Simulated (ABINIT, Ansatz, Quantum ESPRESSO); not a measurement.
# Ag and the functional, program beside program

```yaml
crystal:
  lattice:
    - [0.00000, 2.04275, 2.04275]
    - [2.04275, 0.00000, 2.04275]
    - [2.04275, 2.04275, 0.00000]
  atoms:
    - { symbol: Ag, position: [0.00000, 0.00000, 0.00000] }
```

Kept alike: task band structure; k mesh 11 × 11 × 11; occupations fermi-dirac, width 0.05 eV; no spin polarisation. The mesh is that of the run's cell of 1 atom. No spin-orbit coupling.

- A: ABINIT, JTH PAW PBE v2.0, made for PBE, cutoff 544 eV
- B: Ansatz, all-electron LAPW, scalar-relativistic
- C: Quantum ESPRESSO, SG15 PBE 1.2, made for PBE, cutoff 952 eV

| functional | A: pressure (GPa) | B: pressure (GPa) | C: pressure (GPa) |
| --- | --- | --- | --- |
| LDA | -7.43 | -7.59 | -8.66 |
| PBE | 4.54 | 4.40 | 4.36 |
| PBEsol | -2.76 | -2.92 | -3.27 |

Pressure is positive in compression; plane-wave values hold the error of the finite cutoff. Values on potentials made for another functional: A at LDA, PBEsol; C at LDA, PBEsol. For a metal such a mesh leaves the last digits unconverged.

**Question.** How large is the effect of the functional, and do the programs agree on it?

**Answer.** From LDA to PBE the pressure moves by +11.97 in A, +11.99 in B, +13.02 in C (GPa). Row by row the programs differ by 0.18 to 1.23, and over this span the shifts, as printed, agree within about 8 %. Shifts from LDA: PBE +11.97, +11.99, +13.02; PBEsol +4.67, +4.67, +5.39; the programs' shifts differ by up to 1.05.
